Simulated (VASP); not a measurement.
Set up this calculation in VASP 6.6.1, as the native input.

| Property | Result |
| --- | --- |
| Task | single point |
| Functional | PBE |
| Potentials or basis | VASP PAW PBE potentials, release 64 (Al, N) |
| Cutoff | 520 eV |
| k mesh | 9 × 9 × 6 |
| Occupations | gaussian, width 0.02 eV |
| Spin | no spin polarisation |
| Dipole correction | no |
| Further INCAR settings | ALGO = Normal; EDIFF = 1e-06; NBANDS = 16 |

The structure of AlN lies in POSCAR:

```
AlN
1.0
    3.1302455678      0.0000000000      0.0000000000
   -1.5651227839      2.7108721818      0.0000000000
    0.0000000000      0.0000000000      5.0179604237
Al N
2 2
Direct
    0.3333333333      0.6666666667     -0.0007713538
    0.6666666667      0.3333333333      0.4992286462
    0.3333333333      0.6666666667      0.3807713538
    0.6666666667      0.3333333333      0.8807713538
```

These files were run (other wordings do the same):

INCAR

```
SYSTEM = AlN
ALGO     = Normal         ! electronic algorithm
EDIFF    = 1E-6           ! SCF threshold, eV
ENCUT    = 520            ! plane-wave cutoff, eV
GGA      = PE             ! functional
ISIF     = 2              ! what is computed and relaxed
ISMEAR   = 0              ! smearing method
LASPH    = .True.         ! aspherical terms in the spheres
LCHARG   = .True.         ! write CHGCAR
LELF     = .True.         ! ELF
LREAL    = .False.        ! projectors in reciprocal space
LVHAR    = .True.       
LWAVE    = .False.        ! write WAVECAR
NBANDS   = 16             ! bands
NELM     = 60             ! most SCF steps
PREC     = Accurate       ! precision mode
SIGMA    = 0.02           ! smearing width, eV
```

KPOINTS

```
k-points
0
Gamma
  9 9 6
  0 0 0
```

Potentials or basis: VASP PAW PBE potentials, release 64 (Al, N).

Command:

```bash
$ cat potpaw_PBE.64/Al/POTCAR potpaw_PBE.64/N/POTCAR > POTCAR
$ mpirun -np 1 vasp_std > vasp.out
```

Results of the run:

| Quantity | Value |
| --- | --- |
| Pressure | -0.3 GPa |
| Band gap on the k mesh | 4.04 eV, direct |

It took 10 s on 1 thread of Intel(R) Xeon(R) 6975P-C (Granite Rapids), on a shared host, peak memory 0.16 GiB.
